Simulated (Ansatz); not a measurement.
Crystal: KBr.

```
CELL_PARAMETERS angstrom
0.00000 3.30000 3.30000
3.30000 0.00000 3.30000
3.30000 3.30000 0.00000
ATOMIC_POSITIONS crystal
Br 0.50000 0.50000 0.50000
K 0.00000 0.00000 0.00000
```

Base run:

* Program: Ansatz 0.2.0
* Functional: revPBE
* Potentials or basis: all-electron LAPW, scalar-relativistic
* Cutoff: 128 eV
* Density cutoff: 512 eV
* Basis error allowed: 0.001 eV/atom
* k mesh: 7 × 7 × 7
* Occupations: fermi-dirac, width 0.05 eV
* Spin: no spin polarisation

Its results: band gap on the k mesh 4.72 eV, direct; pressure 1.9 GPa.

After a change of settings the same cell gave: band gap on the k mesh 4.44 eV, direct; pressure 1.5 GPa. Which change was it?
A. functional from revPBE to RPBE
B. functional from revPBE to BLYP
C. functional from revPBE to PBEsol
D. functional from revPBE to LDA

B.

Not every run made on this cell is shown here.
